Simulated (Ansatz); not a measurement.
InSb3 (Fm-3m)

Computed with Ansatz, DFT PBEsol, scalar-relativistic, plane waves, PAW.

Cutoff 420 eV; k points 10×10×10 on the computed 4-atom cell (Γ-centred); Gaussian smearing, width 0.10 eV; no spin polarisation.

The structure is relaxed at this level of theory with its symmetry kept. Whether it is the stable form of this composition wasn't checked.

Symmetry: Fm-3m, No. 225, cubic system. Conventional cell: a = 7.448 Å, b = 7.448 Å, c = 7.448 Å, α = 90.00°, β = 90.00°, γ = 90.00°. Around In (site symmetry m-3m) lie 8 Sb at 3.22 Å. Around Sb (site symmetry -43m) lie 4 In at 3.22 Å and 4 Sb at 3.22 Å. Sb (site symmetry m-3m) is surrounded by 8 Sb at 3.22 Å.

| Item | Value |
| --- | --- |
| Volume per atom | 25.82 Å³ |
| Formation energy from the elements' standard states (uncorrected) | +0.128 eV/atom |
| Kohn–Sham band gap | none (metal) |
| Density of states at the Fermi level | 2.41 states/eV per cell |
| Löwdin character within 0.5 eV of the Fermi level | Sb 5p 71 %, In 5p 15 % |
| Bulk modulus | 62 GPa |
| Its pressure derivative | 4.6 |
| Bader charges (e) | In (1 in the cell) 0.25, Sb (2 in the cell) -0.13, Sb (1 in the cell) 0.01 |

Spin-orbit coupling is left out, which matters for the bands of heavy elements.

Cost: 6 runs of about 1.3 core-minutes in all, on Intel Xeon 6975P-C (Granite Rapids) (shared hosts).